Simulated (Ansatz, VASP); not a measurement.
Two plane-wave programs on Mg2Zn3O

```
CELL_PARAMETERS angstrom
2.98581 0.00000 0.00000
-1.49291 2.58579 0.00000
0.00000 0.00000 11.05323
ATOMIC_POSITIONS crystal
Mg 0.66667 0.33333 0.88751
Mg 0.33333 0.66667 0.11249
Zn 0.33333 0.66667 0.68675
Zn 0.00000 0.00000 0.50000
Zn 0.66667 0.33333 0.31325
O 0.00000 0.00000 0.00000
```

Alike in both runs: functional PBE; k mesh 12 × 12 × 4; occupations gaussian, width 0.1 eV; no spin polarisation.

Ansatz relaxed the structure, and its values are those at the end. VASP's run is a single point on that final structure, the one shown.

|  | VASP | Ansatz |
| --- | --- | --- |
| version | VASP 6.6.1 | Ansatz 0.2.0 |
| potentials or method | VASP PAW PBE potentials, release 64 (Mg, Zn, O) | scalar-relativistic, plane waves, PAW |
| plane-wave cutoff (eV) | 520 | 420 |
| valence electrons in the cell | 46 | 62 |

```csv
,VASP,Ansatz,Ansatz less VASP
gap on the k mesh at the Fermi level (eV),none,none,-
pressure (GPa),2.2,2.3,+0.07
rms of the force components (eV/Å),0.009,0.001,-0.0086
```

A gap of «none» marks a metal or a gap that the smearing closes. The two sets of potentials don't hold the same shells in valence.
